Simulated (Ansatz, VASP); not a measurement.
# One calculation of BAs, two programs

```xyz
2
Lattice="3.1950 0.0000 0.0000 0.0000 3.1950 0.0000 0.0000 0.0000 3.1950" Properties=species:S:1:pos:R:3 pbc="T T T"
B     0.0000    0.0000    0.0000
As    1.5975    1.5975    1.5975
```

Change from the starting cell: species swapped into the SmAg type (Pm-3m, No. 221).

Alike in both runs: task relaxation of cell and atoms; functional PBE; k mesh 6 × 6 × 6; occupations gaussian, width 0.1 eV; no spin polarisation.

|  | VASP | Ansatz |
| --- | --- | --- |
| version | VASP 6.6.1 | Ansatz 0.2.0 |
| potentials or method | VASP PAW PBE potentials, release 64 (B, As) | scalar-relativistic, plane waves, PAW |
| plane-wave cutoff (eV) | 600 | 420 |
| valence electrons in the cell | 8 | 18 |

```tsv
	VASP	Ansatz	Ansatz less VASP
gap on the k mesh at the Fermi level, each at its own relaxed structure (eV)	none	none	-
relaxed volume (Å³/atom)	12.84	12.80	-0.046
relaxed cell length with the largest relative difference (Å)	2.950	2.947	-0.0035
energy change over the relaxation (meV/atom)	-212	-213	-1.1
```

A gap of «none» marks a metal or a gap that the smearing closes. The two sets of potentials don't hold the same shells in valence.

Caveats: the volume moved by over 15 % at a fixed basis, so the end points are rough (VASP); the bands computed are all filled at some k points, so no gap is given.
